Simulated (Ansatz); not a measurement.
InN (zinc blende)

```xyz
2
Lattice="0.0000 2.5000 2.5000 2.5000 0.0000 2.5000 2.5000 2.5000 0.0000" Properties=species:S:1:pos:R:3 pbc="T T T"
N      3.7499     3.7499     3.7499
In     0.0000     0.0000     0.0000
```

E(V) scan at fixed shape, V₀ the volume above. Symmetry pins the atoms to their sites.

All values below come from r2SCAN (plane waves to 500 eV, PAW, scalar-relativistic; Ansatz, a first-principles code). k mesh 11×11×11 (Γ-centred), Fermi-Dirac smearing 0.05 eV. The energy includes the smearing's −TS. Compression counts positive. At this level the bands of InN touch or barely overlap; measurements give the solid a gap. InN was relaxed with its symmetry unable to fall. The PAW data are Ansatz's earlier set. ΔE is measured from the relaxed starting cell. The last digit holds for this mesh only.

```
V (Å³/atom)  ΔE (meV/atom)
-----------  -------------
14.062                82.6
14.374            withheld
14.687                27.5
14.999                11.8
15.312                 2.8
15.624                 0.0
15.937                 2.6
16.249                10.1
16.562                22.0
16.874                37.7
17.187                56.9
```

### Question
Fit a third-order Birch-Murnaghan form (E₀, V₀, B₀, B₀′ free) to the given rows and predict ΔE at V = 14.374.

### Answer
Least squares on the 10 given rows: ΔE = E₀ + (9V₀B₀/16)·y²·[2 + (B₀′ − 4)y], y = (V₀/V)^(2/3) − 1, with V₀ = 15.625 Å³/atom, B₀ = 139.3 GPa (160.2 GPa = 1 eV/Å³; the term in eV is multiplied by 1000), B₀′ = 4.55, E₀ = 0.02 meV/atom; root-mean-square residual 0.03 meV/atom. At 14.374 the fit gives 50.8 meV/atom; the calculation gives 50.8 meV/atom, the same to the digits shown. For the pressure the fit gives 14.1 GPa against the computed 14.1 GPa.

(A scan under strain: stresses follow from slopes of the energy per volume, elastic moduli from its curvatures.)
